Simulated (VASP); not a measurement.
# CoSi2 (Fm-3m) in VASP: notebook

Runs on CoSi2. Level: PBE. Tasks: single point.

Program: VASP 6.6.1. These are calculated values, not measurements. Logs are shortened: lines on timing, memory, paths and dates and some standing lists are left out, and cuts for length are marked.

## 1. The structure

It takes space group Fm-3m (No. 225, cubic). The conventional cell has a = 5.356 Å, b = 5.356 Å, c = 5.356 Å, α = 90.00°, β = 90.00°, γ = 90.00°. Co (site symmetry m-3m) has 8 Si at 2.32 Å as nearest neighbours. Around Si (site symmetry -43m) lie 4 Co at 2.32 Å.

## 2. Single point, PBE, collinear spin, typed start

Input file INCAR:

```
SYSTEM = CoSi2
PREC = Accurate
ENCUT = 520
EDIFF = 1E-7
ISMEAR = -1
SIGMA = 0.1
LREAL = .FALSE.
LASPH = .TRUE.
NELM = 150
ALGO = Normal
ISIF = 2
LWAVE = .FALSE.
LCHARG = .FALSE.
ISPIN = 2
MAGMOM = 3 0 0
LORBIT = 11
LMAXMIX = 4
GGA = PE
NBANDS = 20
```

Input file KPOINTS:

```
Automatic mesh
0
G
  10 10 10
  0 0 0
```

Input file POSCAR:

```
CoSi2
1.0
    0.0000000000      2.6780000000      2.6780000000
    2.6780000000      0.0000000000      2.6780000000
    2.6780000000      2.6780000000      0.0000000000
Co Si
1 2
Direct
    0.0000000000      0.0000000000      0.0000000000
    0.2500000000      0.2500000000      0.2500000000
    0.7500000000      0.7500000000      0.7500000000
```

Potentials or basis: VASP PAW PBE potentials, release 64 (Co, Si).

Run with:

```sh
$ cat potpaw_PBE.64/Co/POTCAR potpaw_PBE.64/Si/POTCAR > POTCAR
$ mpirun -np 1 vasp_std > vasp.out
```

OUTCAR:

```text
SYSTEM = CoSi2
   PREC = Accurate
   ENCUT = 520
   EDIFF = 1E-7
   ISMEAR = -1
   LREAL = .FALSE.
   LASPH = .TRUE.
   NELM = 150
   ISIF = 2
   ISPIN = 2
   LORBIT = 11
   GGA = PE

 ion  position               nearest neighbor table
   1  0.000  0.000  0.000-   3 2.32   2 2.32   3 2.32   2 2.32   3 2.32   3 2.32   2 2.32   2 2.32

   2  0.250  0.250  0.250-   1 2.32   1 2.32   1 2.32   1 2.32   3 2.68   3 2.68   3 2.68   3 2.68
                             3 2.68   3 2.68
   3  0.750  0.750  0.750-   1 2.32   1 2.32   1 2.32   1 2.32   2 2.68   2 2.68   2 2.68   2 2.68
                             2 2.68   2 2.68

  LATTYP: Found a face centered cubic cell.
 ALAT       =     5.3560000000

  Lattice vectors:

 A1 = (   0.0000000000,   2.6780000000,   2.6780000000)
 A2 = (   2.6780000000,   0.0000000000,   2.6780000000)
 A3 = (   2.6780000000,   2.6780000000,   0.0000000000)

Analysis of symmetry for initial positions (statically):
=====================================================================
 Subroutine PRICEL returns:
 Original cell was already a primitive cell.

 Routine SETGRP: Setting up the symmetry group for a
 face centered cubic supercell.

 Subroutine GETGRP returns: Found 48 space group operations
 (whereof 48 operations were pure point group operations)
 out of a pool of 48 trial point group operations.

The static configuration has the point symmetry O_h .

Analysis of symmetry for dynamics (positions and initial velocities):
=====================================================================
 Subroutine PRICEL returns:
 Original cell was already a primitive cell.

 Routine SETGRP: Setting up the symmetry group for a
 face centered cubic supercell.

 Subroutine GETGRP returns: Found 48 space group operations
 (whereof 48 operations were pure point group operations)
 out of a pool of 48 trial point group operations.

The dynamic configuration has the point symmetry O_h .

Analysis of structural, dynamic, and magnetic symmetry:
=====================================================================
 Subroutine PRICEL returns:
 Original cell was already a primitive cell.

 Routine SETGRP: Setting up the symmetry group for a
 face centered cubic supercell.

 Subroutine GETGRP returns: Found 48 space group operations
 (whereof 48 operations were pure point group operations)
 out of a pool of 48 trial point group operations.

The overall configuration has the point symmetry O_h .

 Subroutine INISYM returns: Found 48 space group operations
 (whereof 48 operations are pure point group operations),
 and found     1 'primitive' translations
[... 122 lines left out ...]
   GGA     = PE    functional components
   LHFCALC =     F    Hartree Fock is set to
   AEXX    =    0.0000 exact exchange contribution
   IVDW    =     0    specifies the selected vdW correction
   LEPSILON=     F    determine dielectric tensor
   LRPA    =     F    only Hartree local field effects (RPA)
 spin polarized calculation
  energy-cutoff  :      520.00
  volume of cell :       38.41
 maximum number of plane-waves:      1056
   NGX = 15   NGY = 15   NGZ = 15

 number of electron      16.9999995 magnetization       0.0000532

 number of electron      16.9999995 magnetization      -0.0000017

 Free energy of the ion-electron system (eV)
  ---------------------------------------------------
  ext. energy  EPLUGINS =         0.00000000
  ---------------------------------------------------
  free energy    TOTEN  =       -19.31184870 eV

  energy without entropy =      -19.27666654  energy(sigma->0) =      -19.29425762

 E-fermi :  10.1008     XC(G=0): -11.7463

 val. band max:       10.0292252316   @ k =   0.4000   0.0000   0.0000
 cond. band min:      10.1063143672   @ k =  -0.2000   0.3000   0.1000
 fundamental gap:      0.0770891356
 Fermi energy:        10.1007617321

 spin component 1

 k-point     1 :       0.0000    0.0000    0.0000
  band No.  band energies     occupation
      1      -3.0314      1.00000
      2       6.0139      1.00000
      3       6.0139      1.00000
      4       6.0139      1.00000
      5       8.1827      1.00000
      6       8.1827      1.00000
[... 541 lines left out ...]
     19      24.2458      0.00000
     20      24.6445      0.00000

 [... further k-points ...]

 spin component 2

 k-point     1 :       0.0000    0.0000    0.0000
  band No.  band energies     occupation
      1      -3.0314      1.00000
      2       6.0139      1.00000
      3       6.0139      1.00000
      4       6.0139      1.00000
      5       8.1827      1.00000
      6       8.1827      1.00000
[... 541 lines left out ...]
     19      24.2458      0.00000
     20      24.6445      0.00000

 [... further k-points ...]

------------------------ aborting loop because EDIFF is reached ----------------------------------------

  FORCE on cell =-STRESS in cart. coord.  units (eV):
  Direction    XX          YY          ZZ          XY          YZ          ZX
  --------------------------------------------------------------------------------------
  -------------------------------------------------------------------------------------
  Total        0.0764422      0.0764422      0.0764422     -0.0000000      0.0000000      0.0000000
  in kB        3.1884676      3.1884676      3.1884676     -0.0000000      0.0000000      0.0000000
  external PRESSURE =       3.1884676 kB  Pullay stress =       0.0000000 kB

 VOLUME and BASIS-vectors are now :
 -----------------------------------------------------------------------------
  energy-cutoff  :      520.00
  volume of cell :       38.41
      direct lattice vectors                 reciprocal lattice vectors
     0.000000000  2.678000000  2.678000000    -0.186706497  0.186706497  0.186706497
     2.678000000  0.000000000  2.678000000     0.186706497 -0.186706497  0.186706497
     2.678000000  2.678000000  0.000000000     0.186706497  0.186706497 -0.186706497

 POSITION                                       TOTAL-FORCE (eV/Angst)
 -----------------------------------------------------------------------------------
      0.00000      0.00000      0.00000        -0.000000      0.000000     -0.000000
      1.33900      1.33900      1.33900         0.000000      0.000000      0.000000
      4.01700      4.01700      4.01700        -0.000000     -0.000000     -0.000000
 -----------------------------------------------------------------------------------
    total drift:                               -0.000000     -0.000000      0.000000

  FREE ENERGIE OF THE ION-ELECTRON SYSTEM (eV)
  ---------------------------------------------------
  free  energy   TOTEN  =       -19.3118486958 eV

  energy  without entropy=      -19.2766665375  energy(sigma->0) =      -19.29425762

 total charge

# of ion       s       p       d       tot
------------------------------------------
    1        0.540   0.720   7.594   8.854
    2        0.717   0.874   0.000   1.591
    3        0.717   0.874   0.000   1.591
--------------------------------------------------
tot          1.974   2.468   7.594  12.035

 magnetization (x)

# of ion       s       p       d       tot
------------------------------------------
    1       -0.000  -0.000   0.000   0.000
    2        0.000   0.000   0.000   0.000
    3        0.000   0.000   0.000   0.000
--------------------------------------------------
tot          0.000   0.000   0.000   0.000
```

OSZICAR:

```text
N       E                     dE             d eps       ncg     rms          rms(c)
DAV:   1     0.696184308423E+02    0.69618E+02   -0.69722E+03  3784   0.844E+02
DAV:   2    -0.152331565940E+02   -0.84852E+02   -0.73918E+02  3964   0.185E+02
DAV:   3    -0.198706468256E+02   -0.46375E+01   -0.44727E+01  4536   0.463E+01
DAV:   4    -0.199481098805E+02   -0.77463E-01   -0.77248E-01  4348   0.539E+00
DAV:   5    -0.199502581909E+02   -0.21483E-02   -0.21480E-02  4632   0.965E-01    0.184E+01
DAV:   6    -0.256546424895E+02   -0.57044E+01   -0.19279E+01  4244   0.893E+01    0.206E+01
DAV:   7    -0.193232148502E+02    0.63314E+01   -0.10057E+01  4636   0.701E+01    0.349E+00
DAV:   8    -0.193437307979E+02   -0.20516E-01   -0.64214E-01  4624   0.509E+00    0.218E+00
DAV:   9    -0.193119388986E+02    0.31792E-01   -0.64264E-02  4704   0.360E+00    0.102E+00
DAV:  10    -0.193118334106E+02    0.10549E-03   -0.36708E-03  4828   0.515E-01    0.351E-01
DAV:  11    -0.193117074357E+02    0.12597E-03   -0.11063E-03  4712   0.438E-01    0.137E-01
DAV:  12    -0.193118391619E+02   -0.13173E-03   -0.30101E-04  4376   0.161E-01    0.580E-02
DAV:  13    -0.193118463957E+02   -0.72338E-05   -0.38490E-05  4352   0.528E-02    0.148E-02
DAV:  14    -0.193118481513E+02   -0.17557E-05   -0.21132E-06  4428   0.833E-03    0.450E-03
DAV:  15    -0.193118489753E+02   -0.82401E-06   -0.13918E-06  4228   0.604E-03    0.527E-03
DAV:  16    -0.193118486604E+02    0.31496E-06   -0.13810E-07  4276   0.258E-03    0.135E-03
DAV:  17    -0.193118486958E+02   -0.35387E-07   -0.94384E-09  2468   0.969E-04
   1 F= -.19311849E+02 E0= -.19294258E+02  d E =-.351822E-01  mag=    -0.0000
```

stdout:

```text
POSCAR found type information on POSCAR CoSi
 POSCAR found :  2 types and       3 ions
 scaLAPACK will be used
 LDA part: xc-table for (Slater+PW92), standard interpolation
 POSCAR, INCAR and KPOINTS ok, starting setup
 FFT: planning ... GRIDC
 FFT: planning ... GRID_SOFT
 FFT: planning ... GRID
 WAVECAR not read
 entering main loop
```

Wall time 72 s (1 thread of Intel Xeon Platinum 8375C at 2.90GHz (Ice Lake), shared host); peak memory 0.2 GiB.

What came out:

| Item | Value |
| --- | --- |
| Free energy | -19.3118 eV |
| Pressure | 0.3 GPa |
| Band gap on the k mesh | none (metal or under the smearing width) |
| Net moment | 0.00 μB per cell |
| Valence electrons inside the program's atomic spheres | Co 8.85; Si 1.59 |

Levels at points of the mesh, in eV from the Fermi level:
Spin up:
```tsv
k point	band 7	band 8	band 9	band 10	band 11	band 12
(0.00, 0.00, 0.00)	0.75	3.40	3.40	3.40	3.44	3.44
(0.50, 0.00, 0.00)	-1.64	-0.48	-0.48	2.69	3.40	3.40
(0.50, 0.50, 0.00)	-1.97	-1.92	-1.34	1.56	2.92	8.55
```
Spin down:
| k point | band 7 | band 8 | band 9 | band 10 | band 11 | band 12 |
| --- | --- | --- | --- | --- | --- | --- |
| (0.00, 0.00, 0.00) | 0.75 | 3.40 | 3.40 | 3.40 | 3.44 | 3.44 |
| (0.50, 0.00, 0.00) | -1.64 | -0.48 | -0.48 | 2.69 | 3.40 | 3.40 |
| (0.50, 0.50, 0.00) | -1.97 | -1.92 | -1.34 | 1.56 | 2.92 | 8.55 |

Caveat: the starting moments collapsed, and a magnetic state may lie lower.

## 3. Single point, PBE, collinear spin, typed start

Input file INCAR:

```
SYSTEM = CoSi2
  ALGO = Normal
  EDIFF = 1E-7
  ENCUT = 520
  GGA = PE
  ISIF = 2
  ISMEAR = -1
  ISPIN = 2
  LASPH = .True.
  LCHARG = .False.
  LMAXMIX = 4
  LORBIT = 11
  LREAL = .False.
  LWAVE = .False.
  MAGMOM = 1.12 0 0
  NBANDS = 20
  NELM = 150
  NUPDOWN = 1.12
  PREC = Accurate
  SIGMA = 0.1
```

Input file KPOINTS:

```
k-points
0
Gamma
  10 10 10
  0 0 0
```

POSCAR is that of step 2.

Potentials or basis: VASP PAW PBE potentials, release 64 (Co, Si).

Run with:

```sh
$ cat potpaw_PBE.64/Co/POTCAR potpaw_PBE.64/Si/POTCAR > POTCAR
$ mpirun -np 1 vasp_std > vasp.out
```

It took 67 s on 1 thread of Intel Xeon Platinum 8375C at 2.90GHz (Ice Lake), shared host; peak memory 0.2 GiB.

It converged, with:

- Free energy: -18.7513 eV
- Pressure: 5.7 GPa
- Net moment: 1.12 μB per cell
- Site moments: Co +0.71; Si +0.09 μB
- Valence electrons inside the program's atomic spheres: Co 8.83; Si 1.60

Caveat: the total moment is fixed, so each spin has its own Fermi level.

## 4. Single point, PBE, collinear spin, typed start (parallel moments scaled by 0.1, free total moment)

Input file INCAR:

```
ALGO = Normal
EDIFF = 1E-6
ENCUT = 520
GGA = PE
ISIF = 2
ISMEAR = -1
ISPIN = 2
LASPH = True
LCHARG = False
LMAXMIX = 4
LORBIT = 11
LREAL = False
LWAVE = False
MAGMOM = 0.3 0 0
NBANDS = 20
NELM = 150
PREC = Accurate
SIGMA = 0.1
```

Input file KPOINTS:

```
k-points
0
Gamma
  10 10 10
```

POSCAR is that of step 3.

Run with:

```sh
$ cat potpaw_PBE.64/Co/POTCAR potpaw_PBE.64/Si/POTCAR > POTCAR
$ mpirun -np 1 vasp_std > vasp.out
```

Wall time 60 s (1 thread of Intel Xeon Platinum 8375C at 2.90GHz (Ice Lake), shared host); peak memory 0.2 GiB.

It converged, with:

```yaml
Free_energy: -19.3118 eV
Pressure: 0.2 GPa
Band_gap_on_the_k_mesh: none (metal or under the smearing width)
Net_moment: 0.00 μB per cell
Valence_electrons_inside_the_program's_atomic_spheres: Co 8.85; Si 1.59
```

Levels at points of the mesh, in eV from the Fermi level:
Spin up:
| k point | band 6 | band 7 | band 8 | band 9 | band 10 | band 11 | band 12 | band 13 |
| --- | --- | --- | --- | --- | --- | --- | --- | --- |
| (0.00, 0.00, 0.00) | -1.92 | 0.75 | 3.40 | 3.40 | 3.40 | 3.44 | 3.44 | 3.44 |
| (0.50, 0.00, 0.00) | -1.64 | -1.64 | -0.48 | -0.48 | 2.69 | 3.40 | 3.40 | 4.34 |
| (0.50, 0.50, 0.00) | -1.97 | -1.97 | -1.92 | -1.34 | 1.56 | 2.92 | 8.55 | 9.58 |
Spin down:
```tsv
k point	band 7	band 8	band 9	band 10	band 11	band 12
(0.00, 0.00, 0.00)	0.75	3.40	3.40	3.40	3.44	3.44
(0.50, 0.00, 0.00)	-1.64	-0.48	-0.48	2.69	3.40	3.40
(0.50, 0.50, 0.00)	-1.97	-1.92	-1.34	1.56	2.92	8.55
```
